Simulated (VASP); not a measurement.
# ZnSe (F-43m) in VASP: further runs, part 2 of 2

VASP 6.6.1.

## Step 3: Born charges and dielectric tensor, PBE

INCAR reads:

```
SYSTEM = ZnSe
PREC     = Accurate       ! precision mode
ENCUT    = 520            ! plane-wave cutoff, eV
EDIFF    = 1E-8           ! SCF threshold, eV
ISMEAR   = 0              ! smearing method
SIGMA    = 0.02           ! smearing width, eV
LREAL    = .False.        ! projectors in reciprocal space
LASPH    = .True.         ! aspherical terms in the spheres
NELM     = 60             ! most SCF steps
ALGO     = Normal         ! electronic algorithm
ISIF     = 2              ! what is computed and relaxed
LWAVE    = .False.        ! write WAVECAR
LCHARG   = .False.        ! write CHGCAR
GGA      = PE             ! functional
LEPSILON = .True.         ! dielectric tensor by DFPT
IBRION   = 8              ! ionic algorithm
NSW      = 1              ! ionic steps
```

KPOINTS reads:

```
regular mesh
0
Gamma
  4 4 4
  0 0 0
```

POSCAR reads:

```
ZnSe                                    
1.0
    0.0000000000      2.8749168271      2.8749168271
    2.8749168271     -0.0000000000      2.8749168271
    2.8749168271      2.8749168271      0.0000000000
  Zn              Se            
     1     1
Direct
     1.0000000000000000    1.0000000000000000    0.0000000000000000
     0.2500000000000000    0.2500000000000000    0.2500000000000000
```

Potentials or basis: VASP PAW PBE potentials, release 64 (Zn, Se).

The run is started by

```sh
$ cat potpaw_PBE.64/Zn/POTCAR potpaw_PBE.64/Se/POTCAR > POTCAR
$ mpirun -np 1 vasp_std > vasp.out
```

OUTCAR:

```text
SYSTEM = ZnSe
   PREC = Accurate
   ENCUT = 520
   EDIFF = 1E-8
   ISMEAR = 0
   LREAL = .False.
   LASPH = .True.
   NELM = 60
   ISIF = 2
   GGA = PE
   LEPSILON = .True.
   IBRION = 8
   NSW = 1

 ion  position               nearest neighbor table
   1  0.000  0.000  0.000-   2 2.49   2 2.49   2 2.49   2 2.49
   2  0.250  0.250  0.250-   1 2.49   1 2.49   1 2.49   1 2.49

  LATTYP: Found a face centered cubic cell.
[... 440 lines left out ...]
      1.437458  1.437458  1.437458    -0.671907    0.000000    0.000000
[... 21 lines left out ...]
   6 f/i=    0.008952 THz     0.056250 2PiTHz    0.298622 cm-1     0.037024 meV
             X         Y         Z           dx          dy          dz
      0.000000  0.000000  0.000000     0.064352   -0.271714   -0.611137
      1.437458  1.437458  1.437458     0.070935   -0.299508   -0.673650

--------------------------------------------------------------------------------------------------------

 MACROSCOPIC STATIC DIELECTRIC TENSOR IONIC CONTRIBUTION
 ------------------------------------------------------
           6.206318     0.000000    -0.000000
           0.000000     6.206318    -0.000000
          -0.000000    -0.000000     6.206318
 ------------------------------------------------------

 ELASTIC MODULI CONTR FROM IONIC RELAXATION (kBar)
 Direction    XX          YY          ZZ          XY          YZ          ZX
 --------------------------------------------------------------------------------
 XX          -0.0000      0.0000      0.0000     -0.0000      0.0000     -0.0000
 YY           0.0000     -0.0000      0.0000     -0.0000     -0.0000     -0.0000
 ZZ           0.0000      0.0000     -0.0000      0.0000     -0.0000     -0.0000
 XY          -0.0000     -0.0000      0.0000   -120.2121      0.0000      0.0000
 YZ           0.0000     -0.0000     -0.0000      0.0000   -120.2121     -0.0000
 ZX          -0.0000     -0.0000     -0.0000      0.0000     -0.0000   -120.2121
 --------------------------------------------------------------------------------

 PIEZOELECTRIC TENSOR IONIC CONTR  for field in x, y, z        (C/m^2)
          XX          YY          ZZ          XY          YZ          ZX
  --------------------------------------------------------------------------------
  x    -0.00000     0.00000     0.00000    -0.00000     0.81276     0.00000
  y     0.00000     0.00000     0.00000    -0.00000     0.00000     0.81276
  z     0.00000     0.00000    -0.00000     0.81276    -0.00000    -0.00000
```

OSZICAR:

```text
N       E                     dE             d eps       ncg     rms          rms(c)
DAV:   1     0.895208492458E+02    0.89521E+02   -0.89711E+03   208   0.159E+03
DAV:   2    -0.334796908543E+00   -0.89856E+02   -0.86764E+02   228   0.280E+02
DAV:   3    -0.621006303462E+01   -0.58753E+01   -0.58345E+01   238   0.716E+01
[... 12 lines left out ...]
RMM:   7    -0.830574205335E-01    0.18745E-05   -0.41569E-07   773   0.115E-03    0.199E-04
RMM:   8    -0.830598991156E-01   -0.24786E-05    0.44664E-08   796   0.302E-04    0.558E-05
RMM:   9    -0.830598400514E-01    0.59064E-07   -0.62577E-08   781   0.157E-04    0.126E-05
RMM:  10    -0.830596950929E-01    0.14496E-06   -0.11850E-09   807   0.282E-05    0.718E-06
RMM:  11    -0.830597360127E-01   -0.40920E-07   -0.95595E-09   748   0.127E-05    0.211E-06
RMM:  12    -0.830597373850E-01   -0.13723E-08   -0.28747E-10   584   0.343E-06    0.455E-07
 Linear response finished
```

stdout:

```text
POSCAR found type information on POSCAR ZnSe
 POSCAR found :  2 types and       2 ions
 scaLAPACK will be used
 LDA part: xc-table for (Slater+PW92), standard interpolation
 POSCAR, INCAR and KPOINTS ok, starting setup
 FFT: planning ... GRIDC
 FFT: planning ... GRID_SOFT
 FFT: planning ... GRID
 WAVECAR not read
 entering main loop
[... 24 lines left out ...]
 dielectric tensor                  component  3 :     2.403     1.255    16.701
 Linear response DOF=           2
 Linear response progress:
 first order change of Fermi-energy   0.43515E+00
 force on displaced ion       1 direction 1 :  -4.929   0.000   0.000
 Born effective charge ion    1 direction 1 :   2.319   0.000   0.000
 Linear response progress:
 first order change of Fermi-energy  -0.43489E+00
 force on displaced ion       2 direction 1 :  -4.899   0.000   0.000
 Born effective charge ion    2 direction 1 :  -3.343   0.000   0.000
 Born effective charges drift removed
 Linear response finished
```

Wall time 2.8 min (1 thread of Intel Xeon Platinum 8259CL at 2.50GHz (Skylake/Cascade Lake), shared host); peak memory 0.2 GiB.

Results:

```
Band gap on the k mesh                                  : 1.11 eV, direct
Electronic dielectric tensor (diagonal)                 : 16.70
Born charges (mean of the diagonal)                     : Zn +2.83; Se -2.83 e
Highest phonon frequency at Γ, LO-TO splitting left out : 193 cm⁻¹
```

Phonon frequencies in cm⁻¹ (negative: imaginary):
| q point | frequencies |
| --- | --- |
| (0.000, 0.000, 0.000) | 0 0 0 193 193 193 |

Electronic dielectric tensor:
```
16.70  0.00  0.00
 0.00 16.70  0.00
 0.00  0.00 16.70
```

Born effective charge tensors (e):
atom 1, Zn
```
2.83 0.00 0.00
0.00 2.83 0.00
0.00 0.00 2.83
```
atom 2, Se
```
-2.83  0.00  0.00
 0.00 -2.83  0.00
 0.00  0.00 -2.83
```

Caveat: the k mesh is coarse (spacing up to 0.47 Å⁻¹), so the values aren't converged. A hybrid or GW would open this gap; PBE tends to underestimate it.
